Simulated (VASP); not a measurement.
## As: single point with PBE

The system is As.

```
As
1.0
     2.72712    0.00000    0.00000
     0.00000    2.72712    0.00000
     0.00000    0.00000    2.72712
As
1
Direct
  0.50000 0.50000 0.50000
```

The cell isn't the ideal one: strained and moved within the space group.

| Property | Result |
| --- | --- |
| Program | VASP 6.6.1 |
| Task | single point |
| Functional | PBE |
| Potentials or basis | VASP PAW PBE potentials, release 64 (As) |
| Cutoff | 520 eV |
| k mesh | 16 × 16 × 16 |
| Occupations | gaussian, width 0.1 eV |
| Spin | no spin polarisation |

| Item | Value |
| --- | --- |
| Pressure | 0.2 GPa |
| Band gap on the k mesh | none (metal or under the smearing width) |

Levels at points of the mesh, in eV from the Fermi level:
```csv
k point,band 1,band 2,band 3,band 4,band 5,band 6,band 7,band 8
"(0.00, 0.00, 0.00)",-14.77,4.03,4.03,4.03,8.45,8.45,10.31,24.56
"(0.50, 0.00, 0.00)",-11.74,-6.75,6.24,6.24,11.07,13.95,14.47,14.60
"(0.50, 0.50, 0.00)",-8.59,-4.16,-4.16,2.60,8.31,16.14,17.25,17.25
"(0.50, 0.50, 0.50)",-5.14,-1.80,-1.80,-1.80,5.96,5.96,5.96,9.54
```

Run time: 18 s on 1 thread of AMD EPYC 7R43 64-Core Processor (Zen 3), with other jobs on the host, peak memory 0.1 GiB.
